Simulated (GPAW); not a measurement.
CsPbCl3:

```
Pb Cs Cl
1.0
     5.60500    0.00000    0.00000
     0.00000    5.60500    0.00000
     0.00000    0.00000    5.60500
Pb Cs Cl
1 1 3
Cartesian
  2.8025 2.8025 2.8025
  0.0000 0.0000 0.0000
  2.8025 0.0000 2.8025
  0.0000 2.8025 2.8025
  2.8025 2.8025 0.0000
```

| Item | Value |
| --- | --- |
| Program | GPAW 26.7.0 |
| Task | relaxation of cell and atoms |
| Functional | RPBE |
| Potentials or basis | the program's PAW data sets (release 1.2.1) made for this functional |
| Cutoff | 600 eV |
| Basis | pw |
| k mesh | 5 × 5 × 5 |
| Occupations | fermi-dirac, width 0.05 eV |
| Spin | no spin polarisation |

At the start: pressure 3.1 GPa; volume 35.22 Å³/atom.

Where does the relaxation end?

Over 4 steps the energy falls by 43.2 meV/atom and the volume is 39.89 Å³/atom (+13.3 %); space group Pm-3m (No. 221, to 0.05 Å).

The path:
```tsv
step	energy change (eV)	largest force (eV/Å)	pressure (GPa)	volume (Å³)
1	0.0000	0.0000	3.14	176.09
2	-0.0203	0.0000	2.96	177.13
3	-0.2119	0.0000	0.32	196.66
4	-0.2161	0.0000	0.04	199.47
```

Final structure:
```
Pb Cs Cl
1.0
     5.84283    0.00000    0.00000
     0.00000    5.84283    0.00000
     0.00000    0.00000    5.84283
Pb Cs Cl
1 1 3
Direct
  0.50000 0.50000 0.50000
  0.00000 0.00000 0.00000
  0.50000 0.00000 0.50000
  0.00000 0.50000 0.50000
  0.50000 0.50000 0.00000
```

Caveat: later steps reuse the first step's grids.
